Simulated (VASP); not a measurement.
# SiMo3 (Pm-3n) in VASP: single point with PBE

Aim: the single point of SiMo3 with PBE.

All numbers are computed with VASP 6.6.1; they aren't measurements. Logs are shortened: lines on timing, memory, paths and dates and some standing lists are left out, and cuts for length are marked.

## 1. Starting point

The structure is cubic, space group Pm-3n (No. 223). The conventional cell has a = 4.909 Å, b = 4.909 Å, c = 4.909 Å, α = 90.00°, β = 90.00°, γ = 90.00°. Si (site symmetry m-3) has 12 Mo at 2.74 Å as nearest neighbours. Around Mo (site symmetry -4m2) lie 2 Mo at 2.45 Å and 4 Si at 2.74 Å.

The cell was built by a generator and needn't be a form met in nature.

## 2. Single point, PBE

Contents of INCAR:

```
PREC = Normal
ENCUT = 520
EDIFF = 1E-5
ISMEAR = 0
SIGMA = 0.15
LREAL = Auto
LASPH = T
NELM = 80
ALGO = Fast
ISIF = 2
LWAVE = F
LCHARG = F
GGA = PE
```

Contents of KPOINTS:

```
regular mesh
0
Gamma
  5 5 5
```

Contents of POSCAR:

```
SiMo3
1.0
    4.9093800000      0.0000000000      0.0000000000
    0.0000000000      4.9093800000      0.0000000000
    0.0000000000      0.0000000000      4.9093800000
Si Mo
2 6
Direct
    0.0000000000      0.0000000000      0.0000000000
    0.5000000000      0.5000000000      0.5000000000
    0.2500000000      0.5000000000      0.0000000000
    0.7500000000      0.5000000000      0.0000000000
    0.0000000000      0.2500000000      0.5000000000
    0.0000000000      0.7500000000      0.5000000000
    0.5000000000      0.0000000000      0.2500000000
    0.5000000000      0.0000000000      0.7500000000
```

Potentials or basis: VASP PAW PBE potentials, release 64 (Si, Mo_sv).

On the command line:

```
$ cat potpaw_PBE.64/Si/POTCAR potpaw_PBE.64/Mo_sv/POTCAR > POTCAR
$ mpirun -np 1 vasp_std > vasp.out
```

OUTCAR:

```text
PREC = Normal
   ENCUT = 520
   EDIFF = 1E-5
   ISMEAR = 0
   LREAL = Auto
   LASPH = T
   NELM = 80
   ISIF = 2
   GGA = PE

 ion  position               nearest neighbor table
   1  0.000  0.000  0.000-   3 2.74   4 2.74   5 2.74   6 2.74   7 2.74   8 2.74   5 2.74   6 2.74
                             3 2.74   4 2.74   7 2.74   8 2.74
   2  0.500  0.500  0.500-   3 2.74   4 2.74   5 2.74   6 2.74   7 2.74   8 2.74   3 2.74   4 2.74
                             7 2.74   8 2.74   5 2.74   6 2.74
   3  0.250  0.500  0.000-   4 2.45   4 2.45   1 2.74   2 2.74   1 2.74   2 2.74   8 3.01   5 3.01
                             5 3.01   6 3.01   6 3.01   7 3.01   8 3.01   7 3.01
   4  0.750  0.500  0.000-   3 2.45   3 2.45   1 2.74   2 2.74   1 2.74   2 2.74   8 3.01   5 3.01
                             5 3.01   6 3.01   6 3.01   7 3.01   8 3.01   7 3.01
   5  0.000  0.250  0.500-   6 2.45   6 2.45   1 2.74   1 2.74   2 2.74   2 2.74   8 3.01   4 3.01
                             3 3.01   4 3.01   3 3.01   7 3.01   7 3.01   8 3.01
   6  0.000  0.750  0.500-   5 2.45   5 2.45   1 2.74   1 2.74   2 2.74   2 2.74   8 3.01   4 3.01
                             3 3.01   4 3.01   3 3.01   7 3.01   7 3.01   8 3.01
   7  0.500  0.000  0.250-   8 2.45   8 2.45   1 2.74   2 2.74   2 2.74   1 2.74   3 3.01   4 3.01
                             5 3.01   3 3.01   4 3.01   6 3.01   5 3.01   6 3.01
   8  0.500  0.000  0.750-   7 2.45   7 2.45   1 2.74   2 2.74   2 2.74   1 2.74   3 3.01   4 3.01
                             5 3.01   3 3.01   4 3.01   6 3.01   5 3.01   6 3.01

  LATTYP: Found a simple cubic cell.
 ALAT       =     4.9093800000

  Lattice vectors:

 A1 = (   4.9093800000,   0.0000000000,   0.0000000000)
 A2 = (   0.0000000000,   4.9093800000,   0.0000000000)
 A3 = (   0.0000000000,   0.0000000000,   4.9093800000)

Analysis of symmetry for initial positions (statically):
=====================================================================
 Subroutine PRICEL returns:
 Original cell was already a primitive cell.

 Routine SETGRP: Setting up the symmetry group for a
 simple cubic supercell.

 Subroutine GETGRP returns: Found 48 space group operations
 (whereof 24 operations were pure point group operations)
 out of a pool of 48 trial point group operations.

The static configuration has the point symmetry T_h .
 The point group associated with its full space group is O_h .

Analysis of symmetry for dynamics (positions and initial velocities):
=====================================================================
 Subroutine PRICEL returns:
 Original cell was already a primitive cell.

 Routine SETGRP: Setting up the symmetry group for a
 simple cubic supercell.

 Subroutine GETGRP returns: Found 48 space group operations
 (whereof 24 operations were pure point group operations)
 out of a pool of 48 trial point group operations.

The dynamic configuration has the point symmetry T_h .
 The point group associated with its full space group is O_h .

 Subroutine INISYM returns: Found 48 space group operations
 (whereof 24 operations are pure point group operations),
 and found     1 'primitive' translations

----------------------------------------------------------------------------------------

                                     Primitive cell

  volume of cell :     118.3259

  direct lattice vectors                    reciprocal lattice vectors
     4.909380000  0.000000000  0.000000000     0.203691709  0.000000000  0.000000000
     0.000000000  4.909380000  0.000000000     0.000000000  0.203691709  0.000000000
     0.000000000  0.000000000  4.909380000     0.000000000  0.000000000  0.203691709

  length of vectors
     4.909380000  4.909380000  4.909380000     0.203691709  0.203691709  0.203691709

  position of ions in fractional coordinates (direct lattice)
     0.000000000  0.000000000  0.000000000
     0.500000000  0.500000000  0.500000000
     0.250000000  0.500000000  0.000000000
     0.750000000  0.500000000  0.000000000
     0.000000000  0.250000000  0.500000000
     0.000000000  0.750000000  0.500000000
     0.500000000  0.000000000  0.250000000
     0.500000000  0.000000000  0.750000000

  ion indices of the primitive-cell ions
   primitive index   ion index
                 1           1
                 2           2
                 3           3
                 4           4
                 5           5
                 6           6
                 7           7
                 8           8

----------------------------------------------------------------------------------------

 KPOINTS: regular mesh

Automatic generation of k-mesh.
 Grid dimensions read from file:
 generate k-points for:    5    5    5

 Generating k-lattice:

  Cartesian coordinates                     Fractional coordinates (reciprocal lattice)
     0.040738342  0.000000000  0.000000000     0.200000000  0.000000000  0.000000000
     0.000000000  0.040738342  0.000000000     0.000000000  0.200000000  0.000000000
     0.000000000  0.000000000  0.040738342     0.000000000  0.000000000  0.200000000

  Length of vectors
     0.040738342  0.040738342  0.040738342

  Shift w.r.t. Gamma in fractional coordinates (k-lattice)
     0.000000000  0.000000000  0.000000000

 Subroutine IBZKPT returns following result:
 ===========================================

 Found     10 irreducible k-points:

 Following reciprocal coordinates:
            Coordinates               Weight
  0.000000  0.000000  0.000000      1.000000
  0.200000  0.000000  0.000000      6.000000
  0.400000  0.000000  0.000000      6.000000
  0.200000  0.200000  0.000000     12.000000
  0.400000  0.200000  0.000000     24.000000
  0.400000  0.400000  0.000000     12.000000
  0.200000  0.200000  0.200000      8.000000
  0.400000  0.200000  0.200000     24.000000
  0.400000  0.400000  0.200000     24.000000
  0.400000  0.400000  0.400000      8.000000
   k-points           NKPTS =     10   k-points in BZ     NKDIM =     10   number of bands    NBANDS=     55
   number of dos      NEDOS =    301   number of ions     NIONS =      8
   total plane-waves  NPLWV =  21952
   dimension x,y,z NGX =    28 NGY =   28 NGZ =   28
   dimension x,y,z NGXF=    56 NGYF=   56 NGZF=   56
   ions per type =               2   6
   NGX,Y,Z   is equivalent  to a cutoff of   9.48,  9.48,  9.48 a.u.
   NGXF,Y,Z  is equivalent  to a cutoff of  18.96, 18.96, 18.96 a.u.
 SYSTEM =  unknown system
   PREC   = normal    normal or accurate (medium, high low for compatibility)
   ISTART =      0    job   : 0-new  1-cont  2-samecut
   ICHARG =      2    charge: 1-file 2-atom 10-const
   ISPIN  =      1    spin polarized calculation?
   LNONCOLLINEAR =      F non collinear calculations
   LSORBIT =      F    spin-orbit coupling
   LASPH  =      T    aspherical Exc in radial PAW
   ENCUT  =  520.0 eV  38.22 Ry    6.18 a.u.   9.13  9.13  9.13*2*pi/ulx,y,z
   NELM   =     80;   NELMIN=  2; NELMDL= -5     # of ELM steps
   EDIFF  = 0.1E-04   stopping-criterion for ELM
   LREAL  =      T    real-space projection
   EDIFFG = 0.1E-03   stopping-criterion for IOM
   NSW    =      0    number of steps for IOM
   IBRION =     -1    ionic relax: 0-MD 1-quasi-New 2-CG
   NFREE  =      0    steps in history (QN), initial steepest desc. (CG)
   ISIF   =      2    stress and relaxation
   ISYM   =      2    0-nonsym 1-usesym 2-fastsym
   POTIM  = 0.5000    time-step for ionic-motion
   TEBEG  =    0.0;   TEEND  =   0.0 temperature during run
   PSTRESS=    0.0 pullay stress
   NELECT =      92.0000    total number of electrons
   NUPDOWN=      -1.0000    fix difference up-down
   EMIN   =  10.00;   EMAX   =-10.00  energy-range for DOS
   EFERMI =   0.00;   METHOD = LEGACY
   ISMEAR =     0;   SIGMA  =   0.15  broadening in eV -4-tet -1-fermi 0-gaus
   EFERMI_NEDOS =   21; number of points for ismear=-14 and -15
   IALGO  =     68    algorithm
   IMIX   =      4    mixing-type and parameters
     AMIX     =   0.40;   BMIX     =  1.00
     AMIX_MAG =   1.60;   BMIX_MAG =  1.00
  volume/ion in A,a.u.               =      14.79        99.81
  Fermi-wavevector in a.u.,A,eV,Ry     =   1.505373  2.844742 30.832814  2.266148
  Thomas-Fermi vector in A             =   2.616230
   LORBIT       =      0    0 simple, 1 ext, 2 COOP (PROOUT), +10 PAW based schemes
   GGA     = PE    functional components
   LHFCALC =     F    Hartree Fock is set to
   AEXX    =    0.0000 exact exchange contribution
   IVDW    =     0    specifies the selected vdW correction
   LEPSILON=     F    determine dielectric tensor
   LRPA    =     F    only Hartree local field effects (RPA)
 non-spin polarized calculation
 RMM-DIIS sequential band-by-band and
 Gauss-broadening in eV      SIGMA  =   0.15
  energy-cutoff  :      520.00
  volume of cell :      118.33
 maximum number of plane-waves:      3199
   NGX = 19   NGY = 19   NGZ = 19

 number of electron      92.0000130 magnetization

 Free energy of the ion-electron system (eV)
  ---------------------------------------------------
  ext. energy  EPLUGINS =         0.00000000
  ---------------------------------------------------
  free energy    TOTEN  =       -79.08658704 eV

  energy without entropy =      -79.05204151  energy(sigma->0) =      -79.06931427

 E-fermi :  12.5880     XC(G=0): -13.0461

 val. band max:       12.4929048936   @ k =   0.2000   0.2000   0.2000
 cond. band min:      12.6682680536   @ k =   0.4000   0.4000   0.2000
 fundamental gap:      0.1753631599
 Fermi energy:        12.5880192594

 k-point     1 :       0.0000    0.0000    0.0000
  band No.  band energies     occupation
      1     -48.7086      2.00000
      2     -48.5992      2.00000
      3     -48.5992      2.00000
      4     -48.2821      2.00000
      5     -48.2821      2.00000
      6     -48.2821      2.00000
[... 47 lines left out ...]
     54      15.2633      0.00000
     55      15.2642      0.00000

 k-point     2 :       0.2000    0.0000    0.0000
  band No.  band energies     occupation
      1     -48.6923      2.00000
      2     -48.6071      2.00000
      3     -48.5760      2.00000
      4     -48.3162      2.00000
      5     -48.2821      2.00000
      6     -48.2821      2.00000
[... 47 lines left out ...]
     54      15.1608      0.00000
     55      15.3054      0.00000

 k-point     3 :       0.4000    0.0000    0.0000
  band No.  band energies     occupation
      1     -48.6594      2.00000
      2     -48.6288      2.00000
      3     -48.5042      2.00000
      4     -48.4031      2.00000
      5     -48.2821      2.00000
      6     -48.2821      2.00000
[... 47 lines left out ...]
     54      15.0518      0.00000
     55      15.1754      0.00000

 k-point     4 :       0.2000    0.2000    0.0000
  band No.  band energies     occupation
      1     -48.6758      2.00000
      2     -48.5973      2.00000
      3     -48.5704      2.00000
      4     -48.3196      2.00000
      5     -48.3130      2.00000
      6     -48.2821      2.00000
[... 47 lines left out ...]
     54      14.9037      0.00000
     55      15.7411      0.00000

 k-point     5 :       0.4000    0.2000    0.0000
  band No.  band energies     occupation
      1     -48.6473      2.00000
      2     -48.6069      2.00000
      3     -48.5055      2.00000
      4     -48.4042      2.00000
      5     -48.3160      2.00000
      6     -48.2820      2.00000
[... 47 lines left out ...]
     54      14.7276      0.00000
     55      15.1492      0.00000

 k-point     6 :       0.4000    0.4000    0.0000
  band No.  band energies     occupation
      1     -48.6378      2.00000
      2     -48.5420      2.00000
      3     -48.4955      2.00000
      4     -48.4172      2.00000
      5     -48.3913      2.00000
      6     -48.2820      2.00000
[... 47 lines left out ...]
     54      14.7527      0.00000
     55      15.1536      0.00000

 k-point     7 :       0.2000    0.2000    0.2000
  band No.  band energies     occupation
      1     -48.6567      2.00000
      2     -48.5772      2.00000
      3     -48.5772      2.00000
      4     -48.3190      2.00000
      5     -48.3190      2.00000
      6     -48.3112      2.00000
[... 47 lines left out ...]
     54      14.8291      0.00000
     55      14.8387      0.00000

 k-point     8 :       0.4000    0.2000    0.2000
  band No.  band energies     occupation
      1     -48.6233      2.00000
      2     -48.5960      2.00000
      3     -48.5074      2.00000
      4     -48.4050      2.00000
      5     -48.3175      2.00000
      6     -48.3153      2.00000
[... 47 lines left out ...]
     54      14.5518      0.00000
     55      14.8561      0.00000

 k-point     9 :       0.4000    0.4000    0.2000
  band No.  band energies     occupation
      1     -48.6057      2.00000
      2     -48.5361      2.00000
      3     -48.4992      2.00000
      4     -48.4156      2.00000
      5     -48.3950      2.00000
      6     -48.3168      2.00000
[... 47 lines left out ...]
     54      14.4233      0.00000
     55      14.7380      0.00000

 k-point    10 :       0.4000    0.4000    0.4000
  band No.  band energies     occupation
      1     -48.5317      2.00000
      2     -48.5101      2.00000
      3     -48.5101      2.00000
      4     -48.4105      2.00000
      5     -48.4105      2.00000
      6     -48.3994      2.00000
[... 47 lines left out ...]
     54      14.3830      0.00000
     55      14.4710      0.00000

------------------------ aborting loop because EDIFF is reached ----------------------------------------

  FORCE on cell =-STRESS in cart. coord.  units (eV):
  Direction    XX          YY          ZZ          XY          YZ          ZX
  --------------------------------------------------------------------------------------
  -------------------------------------------------------------------------------------
  Total       -0.4750408     -0.4750408     -0.4750408     -0.0000000     -0.0000000      0.0000000
  in kB       -6.4322292     -6.4322292     -6.4322292     -0.0000000     -0.0000000      0.0000000
  external PRESSURE =      -6.4322292 kB  Pullay stress =       0.0000000 kB

 VOLUME and BASIS-vectors are now :
 -----------------------------------------------------------------------------
  energy-cutoff  :      520.00
  volume of cell :      118.33
      direct lattice vectors                 reciprocal lattice vectors
     4.909380000  0.000000000  0.000000000     0.203691709  0.000000000  0.000000000
     0.000000000  4.909380000  0.000000000     0.000000000  0.203691709  0.000000000
     0.000000000  0.000000000  4.909380000     0.000000000  0.000000000  0.203691709

 POSITION                                       TOTAL-FORCE (eV/Angst)
 -----------------------------------------------------------------------------------
      0.00000      0.00000      0.00000        -0.000000      0.000000      0.000000
      2.45469      2.45469      2.45469        -0.000000      0.000000      0.000000
      1.22734      2.45469      0.00000        -0.000000      0.000000     -0.000000
      3.68203      2.45469      0.00000         0.000000     -0.000000      0.000000
      0.00000      1.22734      2.45469        -0.000000     -0.000000      0.000000
      0.00000      3.68203      2.45469         0.000000      0.000000     -0.000000
      2.45469      0.00000      1.22734        -0.000000     -0.000000      0.000000
      2.45469      0.00000      3.68203         0.000000     -0.000000     -0.000000
 -----------------------------------------------------------------------------------
    total drift:                                0.000000     -0.000000      0.000000

  FREE ENERGIE OF THE ION-ELECTRON SYSTEM (eV)
  ---------------------------------------------------
  free  energy   TOTEN  =       -79.0865870362 eV

  energy  without entropy=      -79.0520415084  energy(sigma->0) =      -79.06931427
```

Wall time 51 s (1 thread of AMD EPYC 7R13 (Zen 3), shared host); peak memory 0.15 GiB.

What came out:

| Property | Result |
| --- | --- |
| Free energy | -79.0866 eV |
| Pressure | -0.6 GPa |
| Band gap on the k mesh | none (metal or under the smearing width) |
